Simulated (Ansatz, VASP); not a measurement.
**Au in VASP and in Ansatz**

```
Au
1.0
     0.00000    2.04343    2.04343
     2.04343    0.00000    2.04343
     2.04343    2.04343    0.00000
Au
1
Cartesian
  0.0000 0.0000 0.0000
```

Change from the starting cell: volume scaled by 0.9405, crystal datasets.

Alike in both runs: task electric field gradients; functional LDA; k mesh 15 × 15 × 15; occupations fermi-dirac, width 0.03 eV; no spin polarisation.

|  | VASP | Ansatz |
| --- | --- | --- |
| version | VASP 6.6.1 | Ansatz 0.2.0 |
| potentials or method | VASP PAW LDA potentials, release 64 (Au), cutoff 520 eV | all-electron PAW with datasets made for the crystal, scalar-relativistic |

VASP gave:

- pressure (GPa): -4.8
- Vzz of the field gradient on the site that differs most (V/Å²): 0.0

Problem. Which values does Ansatz return?

Solution. Pressure (GPa): -5.3; Vzz of the field gradient on the site that differs most (V/Å²): 0.0.

Ansatz ran all-electron here, so the differences hold the error of VASP's frozen core and of both bases. Ansatz warned: «gradients_without_spin_orbit».

Spin-orbit coupling is left out, which matters for the levels of Au.
